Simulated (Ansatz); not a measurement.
Take InN in the wurtzite structure (space group P6_3mc, No. 186; a = 3.537 Å, c = 5.714 Å) as the base. Axes: x lies along a and z along c of the hexagonal cell.

Level of theory: Ansatz (a program for electronic structure) PBEsol, no SOC.

Strains are applied to the cell and any free atomic positions relax; under biaxial strain the out-of-plane vector relaxes too.

One change was made to it. Results:

| quantity | base | after |
|---|---|---|
| pressure (mean of the normal stresses, compression positive) | 0.0 GPa | 4.5 GPa |
| shortest interatomic distance | 2.156 Å | 2.132 Å |
| band gap | zero | zero |

**Question.** What was done to the base?
A) uniaxial strain ε_yy = −0.44 %
B) biaxial strain −2.49 %, plane normal [001], relaxed out of plane
C) isotropic strain +0.44 %

**Answer.** B, biaxial strain −2.49 %, plane normal [001], relaxed out of plane. For comparison, the pressure in the other runs: uniaxial strain ε_yy = −0.44 % gives 0.6 GPa; isotropic strain +0.44 % gives -1.7 GPa.

The mesh was chosen for an insulator and is coarse for the gapless case. Whether these cells are dynamically stable was not tested. The final runs are not spin-polarised. Gaps under 0.05 eV, about the width of the smearing, are given as zero. A zero or small gap of InN can be the functional's error rather than a property of the material.
